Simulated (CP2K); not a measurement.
The system is Ga.

```
CELL_PARAMETERS angstrom
3.02901 0.00000 0.00000
0.49806 2.98778 0.00000
-1.76353 -1.49389 1.95784
ATOMIC_POSITIONS crystal
Ga 0.00000 0.00000 0.00000
```

This isn't the form of Ga at room conditions, which is orthorhombic.

```yaml
Program: CP2K 2026.2
Task: single point
Functional: PBE
Potentials_or_basis: POTENTIAL_UZH Ga GTH-PBE-q13; TZVP-MOLOPT-PBE-GTH basis
Density_cutoff: 6123 eV
k_mesh: 13 × 13 × 13
Occupations: fermi-dirac, width 0.05 eV
Spin: no spin polarisation
```

On this cell: pressure 4.3 GPa; band gap on the k mesh none (metal or under the smearing width).

The same run follows on a disturbed copy (cell strained at random at fixed volume):

```
CELL_PARAMETERS angstrom
2.97964 0.00000 0.00000
0.50911 2.98540 0.00000
-1.72416 -1.49248 1.99185
ATOMIC_POSITIONS crystal
Ga 0.00017 0.01188 0.01187
```

**Question.** What does the disturbed cell give?

**Answer.** The energy (extrapolated to zero smearing) moves by -0.3 meV/atom; pressure 4.6 GPa; band gap on the k mesh none (metal or under the smearing width).

Stress tensor (GPa, compression positive):
```
 4.28 -0.05 -0.44
-0.05  4.62  0.02
-0.44  0.02  4.89
```

Caveats: the basis of atomic orbitals isn't converged, which shifts pressures, moduli and gaps.
